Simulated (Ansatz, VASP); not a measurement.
Ce in VASP and in Ansatz

```
CELL_PARAMETERS angstrom
0.00000 2.37746 2.37746
2.37746 0.00000 2.37746
2.37746 2.37746 0.00000
ATOMIC_POSITIONS crystal
Ce 0.00000 0.00000 0.00000
```

Alike in both runs: task single point; functional PBE; k mesh 4 × 4 × 4; occupations fermi-dirac, width 0.1 eV; no spin polarisation.

|  | VASP | Ansatz |
| --- | --- | --- |
| version | VASP 6.6.1 | Ansatz 0.2.0 |
| potentials or method | VASP PAW PBE potentials, release 64 (Ce) | plane waves (420 eV) with PAW, scalar-relativistic |
| plane-wave cutoff (eV) | 520 | 420 |
| valence electrons in the cell | 12 | 12 |

Ansatz gave:

```
pressure (GPa) : 0.2
```

Q: Estimate VASP's values.

A: Pressure (GPa): 0.0.

Caveats: the k mesh is coarse (spacing up to 0.57 Å⁻¹), so the values aren't converged. Spin-orbit coupling is left out, which matters for the levels of Ce. Spin polarisation is off, so any magnetic state and its effect on volume and gap are missing.
